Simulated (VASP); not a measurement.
## GaN in VASP 6.6.1, single-point calculation

INCAR

```
NELM = 120
PREC = Accurate
IBRION = -1
EDIFF = 1E-7
ENCUT = 520
LCHARG = .FALSE.
GGA = PE
ADDGRID = .TRUE.
ISMEAR = -1
LREAL = .FALSE.
NSW = 0
SIGMA = 0.02
IVDW = 10
NBANDS = 16
LASPH = .TRUE.
ISIF = 2
LWAVE = .FALSE.
```

KPOINTS

```
KPOINTS created by Atomic Simulation Environment
0
Gamma
10 10 10
0 0 0
```

POSCAR

```
Ga N
 1.0000000000000000
     0.0171492587000000    2.1256646741999998    2.1256646741999998
     2.1256646741999998    0.0171492587000000    2.1256646741999998
     2.1256646741999998    2.1256646741999998    0.0171492587000000
 Ga  N
   1   1
Cartesian
  0.0000000000000000  0.0000000000000000  0.0000000000000000
  2.1342393035500002  2.1342393035500002  2.1342393035500002
```

The recommended PBE PAW datasets give the neutral cell 18 valence electrons.

Command

```
mpirun -np 1 vasp_std
```

Task: Predict the outcome of this run.

Result: It converged. Results: gap between bands v and c on the k mesh 0.55 eV; least direct gap on the k mesh 2.62 eV; pressure 2.1 GPa. Band v is the last that the valence electrons fill when counted band by band, and c is the next.

OSZICAR

```
N       E                     dE             d eps       ncg     rms          rms(c)
DAV:   1     0.736387223637E+02    0.73639E+02   -0.93836E+03  4296   0.210E+03
DAV:   2    -0.865079341375E+01   -0.82290E+02   -0.76811E+02  4296   0.321E+02
DAV:   3    -0.129750077953E+02   -0.43242E+01   -0.43124E+01  4272   0.634E+01
DAV:   4    -0.130121361585E+02   -0.37128E-01   -0.37126E-01  4624   0.619E+00
DAV:   5    -0.130125751719E+02   -0.43901E-03   -0.43901E-03  4312   0.609E-01    0.733E+00
DAV:   6    -0.112162853982E+02    0.17963E+01   -0.43631E+00  5352   0.396E+01    0.239E+00
DAV:   7    -0.112086689993E+02    0.76164E-02   -0.23097E-01  4520   0.525E+00    0.157E+00
DAV:   8    -0.111956748952E+02    0.12994E-01   -0.33049E-02  4128   0.213E+00    0.535E-01
DAV:   9    -0.111937801626E+02    0.18947E-02   -0.68564E-03  4544   0.190E+00    0.118E-01
DAV:  10    -0.111937887469E+02   -0.85842E-05   -0.60880E-04  4312   0.303E-01    0.233E-02
DAV:  11    -0.111937816820E+02    0.70649E-05   -0.44691E-05  4608   0.732E-02    0.104E-02
DAV:  12    -0.111937833539E+02   -0.16720E-05   -0.27015E-06  4520   0.290E-02    0.376E-03
DAV:  13    -0.111937832669E+02    0.87068E-07   -0.21816E-07  3984   0.451E-03
   1 F= -.11886133E+02 E0= -.11886133E+02  d E =-.819598E-08
```

Standard output (part)

```
POSCAR found type information on POSCAR GaN
 POSCAR found :  2 types and       2 ions
 LDA part: xc-table for (Slater+PW92), standard interpolation
 POSCAR, INCAR and KPOINTS ok, starting setup
 WAVECAR not read
 entering main loop
```

For comparison, a separate PBE run of the intended cell, on usual settings and not on those above, gives a gap of 0.55 eV on its mesh and a pressure of 6.1 GPa.
